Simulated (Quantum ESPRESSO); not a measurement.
# ZnS (Wurtzite-4H) (P6_3mc) in Quantum ESPRESSO: a series of runs

Runs on ZnS (Wurtzite-4H). Level: PBE. Tasks: single point, equation of state, band structure.

All numbers are computed with Quantum ESPRESSO 7.5; they aren't measurements. Logs are shortened: lines on timing, memory, paths and dates and some standing lists are left out, and cuts for length are marked.

**The experiment to reproduce.**

A printed reference work, monograph reports, for a bulk crystal of ZnS at 4 K: band gap 3.911 eV (direct).

The runs below are set against these values where they give the same quantity.

## 1. The crystal as given

The structure is hexagonal, space group P6_3mc (No. 186). The conventional cell has a = 3.823 Å, b = 3.823 Å, c = 12.520 Å, α = 90.00°, β = 90.00°, γ = 120.00°. Around Zn (site symmetry 3m) lie 4 S at 2.34 to 2.35 Å. Around Zn (site symmetry 3m) lie 4 S at 2.34 to 2.35 Å. S (site symmetry 3m) has 4 Zn at 2.34 to 2.35 Å as nearest neighbours. Around S (site symmetry 3m) lie 4 Zn at 2.34 to 2.35 Å.

## 2. Single point, PBE, 18.62 Å³/atom

The input, pw.in:

```
&CONTROL
  calculation = 'scf'
  prefix = 'pwscf'
  outdir = './tmp'
  pseudo_dir = './pseudo'
  tprnfor = .true.
  tstress = .true.
  disk_io = 'nowf'
/
&SYSTEM
  ibrav = 0
  nat = 8
  ntyp = 2
  ecutwfc = 45
  ecutrho = 360
  nbnd = 67
  occupations = 'smearing'
  smearing = 'fd'
  degauss = 0.00367493
/
&ELECTRONS
  conv_thr = 1.6d-09
  electron_maxstep = 120
  mixing_beta = 0.5
/
ATOMIC_SPECIES
Zn    65.3800 zn_pbe_v1.uspp.F.UPF
S     32.0600 s_pbe_v1.4.uspp.F.UPF
CELL_PARAMETERS angstrom
   3.7446638178    0.0000000000    0.0000000000
  -1.8723319089    3.2429739948    0.0000000000
   0.0000000000    0.0000000000   12.2644180811
ATOMIC_POSITIONS crystal
Zn     0.6666666667    0.3333333333    0.7500000000
Zn     0.3333333333    0.6666666667    0.2500000000
Zn     0.0000000000    0.0000000000    0.5000000000
Zn     0.0000000000    0.0000000000    0.0000000000
S      0.6666666667    0.3333333333    0.9375000000
S      0.3333333333    0.6666666667    0.4375000000
S      0.0000000000    0.0000000000    0.6875000000
S      0.0000000000    0.0000000000    0.1875000000
K_POINTS automatic
8 8 3 0 0 0
```

Potentials or basis: GBRV 1.5 PBE.

Command:

```bash
> OMP_NUM_THREADS=1 mpirun -n 2 pw.x -nk 2 -in pw.in > pw.out
```

pw.out:

```text
This program is part of the open-source Quantum ESPRESSO suite
     for quantum simulation of materials; please cite
[... 13 lines left out ...]
     --------------------
     sticks:   dense  smooth     PW     G-vecs:    dense   smooth      PW
     Sum        1237     625    187               115735    40839    6551

     Using Slab Decomposition

     bravais-lattice index     =            0
     lattice parameter (alat)  =       7.0764  a.u.
     unit-cell volume          =    1005.0782 (a.u.)^3
     number of atoms/cell      =            8
     number of atomic types    =            2
     number of electrons       =       104.00
     number of Kohn-Sham states=           67
     kinetic-energy cutoff     =      45.0000  Ry
     charge density cutoff     =     360.0000  Ry
     scf convergence threshold =      1.6E-09
     mixing beta               =       0.5000
     number of iterations used =            8  plain     mixing
     Exchange-correlation=  SLA  PW   PBX  PBC
                           (   1   4   3   4   0   0   0)

     celldm(1)=   7.076389  celldm(2)=   0.000000  celldm(3)=   0.000000
     celldm(4)=   0.000000  celldm(5)=   0.000000  celldm(6)=   0.000000

     crystal axes: (cart. coord. in units of alat)
               a(1) = (   1.000000   0.000000   0.000000 )
               a(2) = (  -0.500000   0.866025   0.000000 )
               a(3) = (   0.000000   0.000000   3.275172 )

     reciprocal axes: (cart. coord. in units 2 pi/alat)
               b(1) = (  1.000000  0.577350 -0.000000 )
               b(2) = (  0.000000  1.154701  0.000000 )
               b(3) = (  0.000000 -0.000000  0.305327 )

     PseudoPot. # 1 for Zn read from file:
     zn_pbe_v1.uspp.F.UPF
     Pseudo is Ultrasoft, Zval = 20.0
     Generated by new atomic code, or converted to UPF format
     Using radial grid of  943 points,  6 beta functions with:
                l(1) =   0
                l(2) =   0
                l(3) =   1
                l(4) =   1
                l(5) =   2
                l(6) =   2
     Q(r) pseudized with  8 coefficients,  rinner =    1.100   1.100   1.100
                                                       1.100   1.100

     PseudoPot. # 2 for S  read from file:
     s_pbe_v1.4.uspp.F.UPF
     Pseudo is Ultrasoft + core correction, Zval =  6.0
     Generated by new atomic code, or converted to UPF format
     Using radial grid of  907 points,  6 beta functions with:
                l(1) =   0
                l(2) =   0
                l(3) =   1
                l(4) =   1
                l(5) =   2
                l(6) =   2
     Q(r) pseudized with  8 coefficients,  rinner =    1.300   1.300   1.300
                                                       1.300   1.300

     atomic species   valence    mass     pseudopotential
     Zn               20.00    65.38000     Zn( 1.00)
     S                 6.00    32.06000     S ( 1.00)

     12 Sym. Ops. (no inversion) found ( 6 have fractional translation)

   Cartesian axes

     site n.     atom                  positions (alat units)
         1        Zn     tau(   1) = (   0.5000000   0.2886751   2.4563790  )
         2        Zn     tau(   2) = (  -0.0000000   0.5773503   0.8187930  )
         3        Zn     tau(   3) = (   0.0000000   0.0000000   1.6375860  )
         4        Zn     tau(   4) = (   0.0000000   0.0000000   0.0000000  )
         5        S      tau(   5) = (   0.5000000   0.2886751   3.0704737  )
         6        S      tau(   6) = (  -0.0000000   0.5773503   1.4328877  )
         7        S      tau(   7) = (   0.0000000   0.0000000   2.2516807  )
         8        S      tau(   8) = (   0.0000000   0.0000000   0.6140947  )

     number of k points=    20  Fermi-Dirac smearing, width (Ry)=  0.0037
                       cart. coord. in units 2pi/alat
        k(    1) = (   0.0000000   0.0000000   0.0000000), wk =   0.0104167
        k(    2) = (   0.0000000   0.0000000   0.1017758), wk =   0.0208333
        k(    3) = (   0.0000000   0.1443376   0.0000000), wk =   0.0625000
        k(    4) = (   0.0000000   0.1443376   0.1017758), wk =   0.1250000
        k(    5) = (   0.0000000   0.2886751   0.0000000), wk =   0.0625000
        k(    6) = (   0.0000000   0.2886751   0.1017758), wk =   0.1250000
[... 12 lines left out ...]
        k(   19) = (   0.2500000   0.5773503   0.0000000), wk =   0.0625000
        k(   20) = (   0.2500000   0.5773503   0.1017758), wk =   0.1250000

     Dense  grid:   115735 G-vectors     FFT dimensions: (  45,  45, 144)

     Smooth grid:    40839 G-vectors     FFT dimensions: (  32,  32, 100)

     Initial potential from superposition of free atoms

     starting charge     103.9993, renormalised to     104.0000
     Starting wfcs are   68 randomized atomic wfcs

     Self-consistent Calculation

     iteration #  1     ecut=    45.00 Ry     beta= 0.50
     Davidson diagonalization with overlap
     ethr =  1.00E-02,  avg # of iterations =  4.8

     Threshold (ethr) on eigenvalues was too large:
     Diagonalizing with lowered threshold

     Davidson diagonalization with overlap
     ethr =  4.05E-04,  avg # of iterations =  2.3

     total energy              =   -1942.94585634 Ry
     estimated scf accuracy    <       0.41619105 Ry

     iteration #  2     ecut=    45.00 Ry     beta= 0.50
     Davidson diagonalization with overlap
     ethr =  4.00E-04,  avg # of iterations =  2.0

     total energy              =   -1943.04395682 Ry
     estimated scf accuracy    <       0.10186346 Ry

     iteration #  3     ecut=    45.00 Ry     beta= 0.50
     Davidson diagonalization with overlap
     ethr =  9.79E-05,  avg # of iterations =  2.8

     total energy              =   -1943.06455521 Ry
     estimated scf accuracy    <       0.00699792 Ry
[... 40 lines left out ...]
     total energy              =   -1943.06507988 Ry
     estimated scf accuracy    <       0.00000002 Ry

     iteration # 10     ecut=    45.00 Ry     beta= 0.50
     Davidson diagonalization with overlap
     ethr =  1.62E-11,  avg # of iterations =  2.0

     total energy              =   -1943.06507988 Ry
     estimated scf accuracy    <          2.6E-09 Ry

     iteration # 11     ecut=    45.00 Ry     beta= 0.50
     Davidson diagonalization with overlap
     ethr =  2.50E-12,  avg # of iterations =  2.4

     End of self-consistent calculation

          k = 0.0000 0.0000 0.0000 (  5083 PWs)   bands (ev):

  -117.4605-117.4605-117.4508-117.4508 -71.6292 -71.6292 -71.6291 -71.6291
   -71.6281 -71.6279 -71.6196 -71.6195 -71.6192 -71.6192 -71.6191 -71.6191
    -5.9898  -5.5259  -5.5136  -4.9490   1.0124   1.0166   1.0166   1.0216
     1.0375   1.0596   1.0596   1.0866   1.0866   1.1265   1.1265   1.5583
     1.5583   1.5668   1.5668   1.6018   1.6018   1.6206   1.6206   1.7616
     1.9291   4.6018   4.6216   6.6301   6.6301   7.0705   7.0705   7.0892
     7.0892   7.5488   7.5937   7.5937   9.9921  10.8883  11.1353  11.3978
    13.8637  13.8637  13.9821  14.1828  14.1828  14.5134  14.6443  14.6945
    14.6945  14.8483  14.8483

          k = 0.0000 0.0000 0.1018 (  5108 PWs)   bands (ev):

  -117.4605-117.4605-117.4508-117.4508 -71.6292 -71.6292 -71.6291 -71.6291
   -71.6282 -71.6280 -71.6197 -71.6195 -71.6192 -71.6192 -71.6192 -71.6192
    -5.9313  -5.7648  -5.2501  -5.0333   1.0031   1.0076   1.0240   1.0240
     1.0431   1.0431   1.1022   1.1022   1.1197   1.1197   1.1349   1.3811
     1.5605   1.5605   1.5648   1.5648   1.6064   1.6064   1.6159   1.6159
     2.5567   3.4944   5.8161   6.6877   6.6877   6.8488   6.8488   6.9525
     7.3265   7.3265   7.5197   7.5197  10.4757  10.9460  11.0261  11.2031
    13.8789  13.9145  13.9508  13.9508  14.1168  14.1168  14.6991  14.6991
    14.7829  14.7829  15.6192
[... 61 lines left out ...]
          k = 0.0000 0.4330 0.1018 (  5119 PWs)   bands (ev):

  -117.4605-117.4605-117.4508-117.4508 -71.6293 -71.6293 -71.6293 -71.6293
   -71.6281 -71.6281 -71.6196 -71.6196 -71.6193 -71.6193 -71.6193 -71.6192
    -5.1370  -5.0373  -4.7558  -4.6498   0.9542   0.9884   1.0961   1.1138
     1.1430   1.1802   1.2513   1.2847   1.2901   1.3295   1.3756   1.4400
     1.5647   1.5840   1.5913   1.6013   1.6354   1.6520   1.7417   1.8855
     2.6322   2.7973   3.3239   3.7051   4.3982   4.9746   5.4228   5.6579
     6.0634   6.3588   6.4083   6.6494  11.1309  11.4196  11.6412  11.9425
    12.4826  12.8838  14.0126  14.3051  14.7633  15.4130  15.6645  16.1876
    16.8240  17.3210  17.3787

          k = 0.0000-0.5774 0.0000 (  5082 PWs)   bands (ev):

  -117.4605-117.4605-117.4508-117.4508 -71.6293 -71.6293 -71.6292 -71.6292
   -71.6281 -71.6281 -71.6196 -71.6195 -71.6193 -71.6192 -71.6192 -71.6192
    -4.9540  -4.7812  -4.7716  -4.5954   0.9334   1.0365   1.0986   1.1350
     1.1412   1.2490   1.2675   1.3356   1.3576   1.3821   1.4099   1.5551
     1.6136   1.6265   1.6329   1.6683   1.6900   1.7487   1.8079   1.8114
     2.1353   2.4787   2.8990   3.1296   4.3966   4.9808   5.1530   5.8296
     5.8378   5.8680   6.3688   6.6269  10.9051  10.9208  11.3384  11.9278
    12.4900  13.2021  13.8124  14.1295  14.4536  15.7705  16.0164  16.4491
    16.4659  17.2476  18.1928

          k = 0.0000-0.5774 0.1018 (  5122 PWs)   bands (ev):

  -117.4605-117.4605-117.4508-117.4508 -71.6293 -71.6293 -71.6293 -71.6293
   -71.6281 -71.6281 -71.6196 -71.6196 -71.6193 -71.6193 -71.6193 -71.6193
    -4.9303  -4.8656  -4.6864  -4.6199   0.9574   1.0078   1.1101   1.1273
     1.1560   1.1977   1.3209   1.3477   1.3658   1.3659   1.4219   1.4958
     1.6150   1.6198   1.6446   1.6606   1.7211   1.7488   1.7903   1.7929
     2.2637   2.4737   2.8240   2.9875   4.6734   5.0139   5.2407   5.4848
     5.8319   6.1361   6.2096   6.5099  11.1600  11.1630  11.5099  11.7407
    12.3952  12.4972  13.9519  14.1675  14.7062  15.4120  16.0122  16.4006
    17.0292  17.7223  17.8997

          k = 0.1250 0.2165 0.0000 (  5143 PWs)   bands (ev):

  -117.4605-117.4605-117.4508-117.4508 -71.6294 -71.6293 -71.6292 -71.6292
   -71.6281 -71.6281 -71.6196 -71.6196 -71.6193 -71.6193 -71.6192 -71.6192
    -5.6600  -5.2563  -5.2441  -4.7755   0.9902   1.0062   1.0079   1.0697
     1.0916   1.1262   1.1378   1.1434   1.1534   1.1694   1.2367   1.5011
     1.5223   1.5476   1.5712   1.5837   1.6057   1.6104   1.6338   1.8748
     2.3687   4.3040   4.3458   4.9517   5.5385   5.6881   5.8934   6.0864
     6.2943   6.5527   6.9888   7.1645  11.5993  12.3949  12.4183  12.7647
    12.9060  13.1483  13.4208  13.8124  14.1894  14.7808  14.7892  14.9915
    15.5625  15.6518  16.5035
[... 97 lines left out ...]
          k = 0.2500 0.5774 0.1018 (  5109 PWs)   bands (ev):

  -117.4605-117.4605-117.4508-117.4508 -71.6293 -71.6293 -71.6293 -71.6293
   -71.6281 -71.6281 -71.6196 -71.6195 -71.6193 -71.6193 -71.6192 -71.6192
    -4.7673  -4.7351  -4.6565  -4.6309   1.0708   1.0826   1.1688   1.1971
     1.2160   1.2339   1.2893   1.3224   1.4190   1.4323   1.4733   1.5006
     1.5541   1.5616   1.5875   1.6075   1.8032   1.8346   1.9001   1.9274
     2.5532   2.6036   2.8404   2.9116   4.0522   4.1746   4.7414   4.9339
     5.2314   5.6268   5.9745   5.9819  11.9672  12.0182  12.5458  13.0515
    13.5855  13.6891  13.9458  14.3502  14.9749  15.2616  15.5831  16.2830
    16.7369  16.8314  17.3964

     the Fermi energy is     8.8175 ev

!    total energy              =   -1943.06507988 Ry
     estimated scf accuracy    <          8.4E-10 Ry
     smearing contrib. (-TS)   =      -0.00000000 Ry
     internal energy E=F+TS    =   -1943.06507988 Ry

     The total energy is F=E-TS. E is the sum of the following terms:
     one-electron contribution =   -1791.01522532 Ry
     hartree contribution      =     925.68902223 Ry
     xc contribution           =    -203.01054237 Ry
     ewald contribution        =    -874.72833442 Ry

     convergence has been achieved in  11 iterations

     Forces acting on atoms (cartesian axes, Ry/au):

     atom    1 type  1   force =     0.00000000   -0.00000000    0.00053682
     atom    2 type  1   force =     0.00000000    0.00000000    0.00053682
     atom    3 type  1   force =     0.00000000    0.00000000    0.00151662
     atom    4 type  1   force =     0.00000000    0.00000000    0.00151662
     atom    5 type  2   force =     0.00000000    0.00000000    0.00023973
     atom    6 type  2   force =     0.00000000   -0.00000000    0.00023973
     atom    7 type  2   force =    -0.00000000    0.00000000   -0.00229317
     atom    8 type  2   force =     0.00000000    0.00000000   -0.00229317

     Total force =     0.003976     Total SCF correction =     0.000003

     Computing stress (Cartesian axis) and pressure

          total   stress  (Ry/bohr**3)                   (kbar)     P=       64.75
   0.00044350   0.00000000   0.00000000           65.24        0.00        0.00
   0.00000000   0.00044350   0.00000000            0.00       65.24        0.00
   0.00000000   0.00000000   0.00043340            0.00        0.00       63.76

=------------------------------------------------------------------------------=
   JOB DONE.
=------------------------------------------------------------------------------=
```

It took 86 s on 2 MPI ranks of Arm Neoverse V2, shared host; peak memory 0.66 GiB.

Results:

| Property | Result |
| --- | --- |
| Free energy | -26436.7472 eV |
| Pressure | 6.5 GPa |
| Largest force | 0.059 eV/Å |
| Band gap on the k mesh | 2.40 eV, direct |

Caveat: an odd mesh through Γ misses points on the zone boundary, where band edges often lie.

## 3. Single point, PBE, 19.01 Å³/atom

pw.in, as its differences from that of step 2:

```diff
@@ -29,5 +29,5 @@
 CELL_PARAMETERS angstrom
-   3.7446638178    0.0000000000    0.0000000000
-  -1.8723319089    3.2429739948    0.0000000000
-   0.0000000000    0.0000000000   12.2644180811
+   3.7710355586    0.0000000000    0.0000000000
+  -1.8855177793    3.2658125923    0.0000000000
+   0.0000000000    0.0000000000   12.3507900682
 ATOMIC_POSITIONS crystal
```

Potentials or basis: GBRV 1.5 PBE.

Command:

```bash
> OMP_NUM_THREADS=1 mpirun -n 2 pw.x -nk 2 -in pw.in > pw.out
```

Wall time 88 s (2 MPI ranks of Arm Neoverse V2, shared host); peak memory 0.68 GiB.

Results (log left out):

```yaml
Free_energy: -26436.8615 eV
Pressure: 4.5 GPa
Largest_force: 0.053 eV/Å
Band_gap_on_the_k_mesh: 2.30 eV, direct
```

Caveat: an odd mesh through Γ misses points on the zone boundary, where band edges often lie.

## 4. Single point, PBE, 19.41 Å³/atom

pw.in, as its differences from that of step 3:

```diff
@@ -29,5 +29,5 @@
 CELL_PARAMETERS angstrom
-   3.7710355586    0.0000000000    0.0000000000
-  -1.8855177793    3.2658125923    0.0000000000
-   0.0000000000    0.0000000000   12.3507900682
+   3.7970435223    0.0000000000    0.0000000000
+  -1.8985217611    3.2883361495    0.0000000000
+   0.0000000000    0.0000000000   12.4359706225
 ATOMIC_POSITIONS crystal
```

Command:

```bash
> OMP_NUM_THREADS=1 mpirun -n 2 pw.x -nk 2 -in pw.in > pw.out
```

Wall time 84 s (2 MPI ranks of Arm Neoverse V2, shared host); peak memory 0.68 GiB.

The run converged. Its results:

| Property | Result |
| --- | --- |
| Free energy | -26436.9388 eV |
| Pressure | 2.7 GPa |
| Largest force | 0.048 eV/Å |
| Band gap on the k mesh | 2.21 eV, direct |

Caveat: an odd mesh through Γ misses points on the zone boundary, where band edges often lie.

## 5. Single point, PBE, 19.81 Å³/atom

pw.in, as its differences from that of step 4:

```diff
@@ -29,5 +29,5 @@
 CELL_PARAMETERS angstrom
-   3.7970435223    0.0000000000    0.0000000000
-  -1.8985217611    3.2883361495    0.0000000000
-   0.0000000000    0.0000000000   12.4359706225
+   3.8227000000    0.0000000000    0.0000000000
+  -1.9113500000    3.3105553110    0.0000000000
+   0.0000000000    0.0000000000   12.5200000000
 ATOMIC_POSITIONS crystal
```

Command:

```bash
> OMP_NUM_THREADS=1 mpirun -n 2 pw.x -nk 2 -in pw.in > pw.out
```

Run time: 84 s. Hardware: 2 MPI ranks of Arm Neoverse V2, shared host; peak memory 0.7 GiB.

Results (log left out):

```yaml
Free_energy: -26436.9829 eV
Pressure: 1.1 GPa
Largest_force: 0.043 eV/Å
Band_gap_on_the_k_mesh: 2.12 eV, direct
```

Caveat: an odd mesh through Γ misses points on the zone boundary, where band edges often lie.

## 6. Single point, PBE, 20.20 Å³/atom

pw.in, as its differences from that of step 5:

```diff
@@ -29,5 +29,5 @@
 CELL_PARAMETERS angstrom
-   3.8227000000    0.0000000000    0.0000000000
-  -1.9113500000    3.3105553110    0.0000000000
-   0.0000000000    0.0000000000   12.5200000000
+   3.8480166318    0.0000000000    0.0000000000
+  -1.9240083159    3.3324801573    0.0000000000
+   0.0000000000    0.0000000000   12.6029163237
 ATOMIC_POSITIONS crystal
```

Potentials or basis: GBRV 1.5 PBE.

Command:

```bash
> OMP_NUM_THREADS=1 mpirun -n 2 pw.x -nk 2 -in pw.in > pw.out
```

Wall time 85 s (2 MPI ranks of Arm Neoverse V2, shared host); peak memory 0.7 GiB.

Results (log left out):

```yaml
Free_energy: -26436.9972 eV
Pressure: -0.3 GPa
Largest_force: 0.038 eV/Å
Band_gap_on_the_k_mesh: 2.04 eV, direct
```

Caveat: an odd mesh through Γ misses points on the zone boundary, where band edges often lie.

## 7. Single point, PBE, 20.60 Å³/atom

pw.in, as its differences from that of step 6:

```diff
@@ -29,5 +29,5 @@
 CELL_PARAMETERS angstrom
-   3.8480166318    0.0000000000    0.0000000000
-  -1.9240083159    3.3324801573    0.0000000000
-   0.0000000000    0.0000000000   12.6029163237
+   3.8730044530    0.0000000000    0.0000000000
+  -1.9365022265    3.3541202452    0.0000000000
+   0.0000000000    0.0000000000   12.6847557358
 ATOMIC_POSITIONS crystal
```

Command:

```bash
> OMP_NUM_THREADS=1 mpirun -n 2 pw.x -nk 2 -in pw.in > pw.out
```

It took 86 s on 2 MPI ranks of Arm Neoverse V2, shared host; peak memory 0.72 GiB.

The run converged. Its results:

```yaml
Free_energy: -26436.9846 eV
Pressure: -1.6 GPa
Largest_force: 0.034 eV/Å
Band_gap_on_the_k_mesh: 1.95 eV, direct
```

Caveat: an odd mesh through Γ misses points on the zone boundary, where band edges often lie.

## 8. Single point, PBE, 20.99 Å³/atom

pw.in, as its differences from that of step 7:

```diff
@@ -29,5 +29,5 @@
 CELL_PARAMETERS angstrom
-   3.8730044530    0.0000000000    0.0000000000
-  -1.9365022265    3.3541202452    0.0000000000
-   0.0000000000    0.0000000000   12.6847557358
+   3.8976739363    0.0000000000    0.0000000000
+  -1.9488369681    3.3754846444    0.0000000000
+   0.0000000000    0.0000000000   12.7655525367
 ATOMIC_POSITIONS crystal
```

Command:

```bash
> OMP_NUM_THREADS=1 mpirun -n 2 pw.x -nk 2 -in pw.in > pw.out
```

Run time: 87 s. Hardware: 2 MPI ranks of Arm Neoverse V2, shared host; peak memory 0.74 GiB.

The run converged. Its results:

```
Free energy            : -26436.9479 eV
Pressure               : -2.7 GPa
Largest force          : 0.030 eV/Å
Band gap on the k mesh : 1.87 eV, direct
```

Caveat: an odd mesh through Γ misses points on the zone boundary, where band edges often lie.

## 9. Equation of state, PBE

Potentials or basis: GBRV 1.5 PBE.

No new run: the results of the series are fitted here.

Results:

```
Equilibrium volume                        : 20.21 Å³/atom
Bulk modulus at fixed shape and positions : 69 GPa
Pressure derivative of the bulk modulus   : 4.4
```

Energy against volume, from the lowest point:
```csv
volume (Å³/atom),energy (meV/atom)
18.617,31.25
19.013,16.97
19.409,7.30
19.805,1.79
20.202,0.00
20.598,1.57
20.994,6.17
```

Caveat: the cell was scaled at fixed shape and fractional positions, which overstates the stiffness of a crystal with free parameters, most of all of layers and chains.

(Part 1 of 2 ends here.)
